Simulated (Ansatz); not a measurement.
## One input, then a changed one: Al (omega type)

First run: DFT, PBE, all-electron PAW with datasets made for the crystal, scalar-relativistic (Ansatz 0.2.0).

Command: `ansatz run input.yaml --threads 1 --pin off --max-ram 3072MiB --backend cpu --events-out ev --progress --plain --runs-dir out` It took 7.5 s on 1 thread of Intel(R) Xeon(R) Platinum 8259CL CPU @ 2.50GHz (Skylake/Cascade Lake), with other jobs on the host, peak memory 0.43 GiB.

```yaml
crystal:
  lattice:
    - [3.7899120555, 0.0, 0.0]
    - [-1.8949560278, 3.2821601182, 0.0]
    - [0.0, 0.0, 2.2823490156]
  atoms:
    - { symbol: Al, position: [0.0, 0.0, 0.0] }
    - { symbol: Al, position: [0.3333333333, 0.6666666667, 0.5] }
    - { symbol: Al, position: [0.6666666667, 0.3333333333, 0.5] }
kpoints:
  mp_grid: { grid: [8, 8, 11] }
scf:
  occupations: { method: fermi_dirac, width: 0.08 }
hamiltonian:
  xc: pbe
  pseudopotentials: { kind: all_electron, datasets: crystal }
output:
  forces: true
  stress: true
  eigenvalues: true
```

The cell comes from a relaxation on PAW files under the same functional, begun from a prototype that needn't be the stable phase.

This run: volume at 0.55 of the series' base cell.

It converges in 7 SCF iterations at a pressure of 140.5 GPa.

The input is then changed:

```diff
   occupations: { method: fermi_dirac, width: 0.08 }
+  mixing: { algorithm: msr1, beta: 0.05, ndim: 4 }
 hamiltonian:
```

Problem. What does the second run give?

Solution. It converges in 7 SCF iterations at a pressure of 140.5 GPa, free energy 0.0 meV/atom against the first run's.
